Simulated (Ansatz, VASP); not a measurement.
Given: the input of a run of Ansatz 0.2.0 on AlN.

File input.yaml:

```yaml
crystal:
  lattice:
    - [3.2898861073, 0.0, 0.0]
    - [-1.6449430536, 2.8491249445, 0.0]
    - [0.0, 0.0, 4.1594577035]
  atoms:
    - { symbol: Al, position: [0.6666666667, 0.3333333333, 0.25] }
    - { symbol: Al, position: [0.3333333333, 0.6666666667, 0.75] }
    - { symbol: "N", position: [0.6666666667, 0.3333333333, 0.75] }
    - { symbol: "N", position: [0.3333333333, 0.6666666667, 0.25] }
hamiltonian:
  xc: pbe
  pseudopotentials: { kind: paw }
kpoints:
  mp_grid: { grid: [9, 9, 7] }
scf:
  occupations: { method: fermi_dirac, width: 0.05 }
output:
  forces: true
  stress: true
  eigenvalues: true
```

Potentials or basis: Ansatz PAW.

Run with:

```sh
$ ansatz run input.yaml --threads 2 --pin off --max-ram 5120MiB --backend cpu --events-out ev --progress --plain --runs-dir out
```

**Question.** Translate it to VASP 6.6.1. Potentials there: VASP PAW PBE potentials, release 64 (Al, N).

**Answer.** As run (the cutoff follows the program's own potentials):

The input INCAR:

```
SYSTEM = AlN
  PREC = Accurate
  ENCUT = 520
  EDIFF = 1E-7
  ISMEAR = -1
  SIGMA = 0.05
  LREAL = .False.
  LASPH = .True.
  NELM = 60
  ALGO = Normal
  ISIF = 2
  LWAVE = .False.
  LCHARG = .False.
  GGA = PE
  NBANDS = 16
```

File KPOINTS:

```
regular mesh
0
Gamma
  9 9 7
  0 0 0
```

Contents of POSCAR:

```
AlN
1.0
    3.2898861073      0.0000000000      0.0000000000
   -1.6449430536      2.8491249445      0.0000000000
    0.0000000000      0.0000000000      4.1594577035
Al N
2 2
Direct
    0.6666666667      0.3333333333      0.2500000000
    0.3333333333      0.6666666667      0.7500000000
    0.6666666667      0.3333333333      0.7500000000
    0.3333333333      0.6666666667      0.2500000000
```

Potentials or basis: VASP PAW PBE potentials, release 64 (Al, N).

The run is started by

```bash
$ cat potpaw_PBE.64/Al/POTCAR potpaw_PBE.64/N/POTCAR > POTCAR
$ mpirun -np 1 vasp_std > vasp.out
```

Both were run:

|  | VASP | Ansatz | Ansatz less VASP |
| --- | --- | --- | --- |
| gap on the k mesh at the Fermi level (eV) | 3.42 | 3.41 | -0.011 |
| least direct gap on the mesh (eV) | 3.42 | 3.41 | -0.011 |
| pressure (GPa) | 4.4 | 4.6 | +0.28 |
| largest component of the traceless stress (GPa) | 0.58 | 0.72 | +0.141 |

The functional is the same, so the differences come from potentials, cutoffs and numerics.

Caveats: an odd mesh through Γ misses points on the zone boundary, where band edges often lie (VASP); odd divisions of the mesh miss points on the zone boundary, where band edges often lie, so the gap on the mesh can be too wide (Ansatz); the pressure holds a Pulay correction of +0.5 GPa for the finite cutoff (Ansatz).
